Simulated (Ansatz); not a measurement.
## Zn: comparing deformations

Level of theory: DFT PBE, scalar-relativistic, plane waves, PAW in Ansatz 0.2.0. Settings: plane waves to 420 eV, k-mesh 20×20×20 (Γ-centred), Gaussian smearing 0.15 eV. No spin polarisation. Energies are free energies at this smearing, counted from the undisturbed cell; pressure is positive in compression.

Reference structure (as given, not relaxed at this level; it stands at 0.0 GPa; this fcc form isn't the usual structure):

```
Zn
1.0
     0.00000    1.96478    1.96478
     1.96478    0.00000    1.96478
     1.96478    1.96478    0.00000
Zn
1
Cartesian
  0.0000 0.0000 0.0000
```

The cell is strained by ε times a Voigt pattern (xx, yy, zz, yz, xz, xy; engineering shear) with fractional coordinates fixed. τ = (1/V0) dE/dε comes from the stress tensor. Of each scan, only the three points used here are listed.

```
           pattern        ε  τ (GPa)
(1, 1, 0, 0, 0, 0)  -0.0300   -11.52
(1, 1, 0, 0, 0, 0)   0.0000     0.06
(1, 1, 0, 0, 0, 0)   0.0150     4.74
(0, 0, 1, 0, 0, 0)  -0.0250    -3.35
(0, 0, 1, 0, 0, 0)   0.0000     0.03
(0, 0, 1, 0, 0, 0)   0.0250     3.02
```

Q: Which constants do the scans give, and which deformation costs least for the same size of strain tensor?

A: The slope dτ/dε at zero (parabola through three points) is pᵀCp: (1, 1, 0, 0, 0, 0) gives 2(C11 + C12) = 337 GPa; (0, 0, 1, 0, 0, 0) gives C11 = 128 GPa. The size of the strain tensor, ε:ε, is ε² times 2.0, 1.0. Per unit of it the stiffnesses are 168, 128 GPa, so (0, 0, 1, 0, 0, 0) is the softest of these: at ε:ε = (1 %)² the quadratic term costs 0.60 meV/atom against 0.80 for the stiffest. These are clamped-ion values.

Q: What else follows for this cubic crystal?

A: From the unrounded slopes C11 = 127.5 and C12 = 40.8 GPa, so B = (C11 + 2 C12)/3 = 70 GPa and the Poisson ratio for a pull along a cube edge is C12/(C11 + C12) = 0.24.

In a metal these slopes depend on the k mesh and the smearing.